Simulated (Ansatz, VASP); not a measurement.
**Sb24H in VASP and in Ansatz**

```
Sb H
1.0
     8.61680    0.00000    0.00000
    -4.30840    7.46237    0.00000
     0.00000    0.00000   25.02521
Sb H
24 1
Direct
  0.33333 0.16667 0.31968
  0.00000 0.00000 0.37999
  0.16594 0.33406 0.47712
  0.33333 0.16667 0.53748
  0.99914 0.99957 0.63395
  0.17995 0.32005 0.69923
  0.33333 0.66667 0.31968
  0.00000 0.50000 0.37999
  0.16594 0.83188 0.47712
  0.32574 0.66287 0.54077
  0.00000 0.50000 0.64321
  0.17995 0.85990 0.69923
  0.83333 0.16667 0.31968
  0.50000 0.00000 0.37999
  0.66812 0.33406 0.47712
  0.83713 0.17426 0.54077
  0.50043 0.99957 0.63395
  0.64010 0.32005 0.69923
  0.83333 0.66667 0.31968
  0.50000 0.50000 0.37999
  0.66667 0.83333 0.48131
  0.83713 0.66287 0.54077
  0.50043 0.50086 0.63395
  0.66667 0.83333 0.69578
  0.33333 0.16667 0.71832
```

Alike in both runs: functional PBE; k mesh 5 × 5 × 1; occupations gaussian, width 0.05 eV; no spin polarisation.

Ansatz relaxed the structure, and its values are those at the end. VASP's run is a single point on that final structure, the one shown.

|  | VASP | Ansatz |
| --- | --- | --- |
| version | VASP 6.6.1 | Ansatz 0.2.0 |
| potentials or method | VASP PAW PBE potentials, release 64 (Sb, H) | scalar-relativistic, plane waves, PAW |
| plane-wave cutoff (eV) | 520 | 420 |
| valence electrons in the cell | 121 | 361 |

Ansatz gave:

- gap on the k mesh at the Fermi level (eV): none
- rms of the force components (eV/Å): 0.102

Problem. Estimate VASP's values.

Solution. gap on the k mesh at the Fermi level (eV): none; rms of the force components (eV/Å): 0.121.

A gap of «none» marks a metal or a gap that the smearing closes. The two sets of potentials don't hold the same shells in valence. Ansatz warned: «xc_potential_rough_in_thin_density».

Spin-orbit coupling is left out, which matters for the levels of Sb.
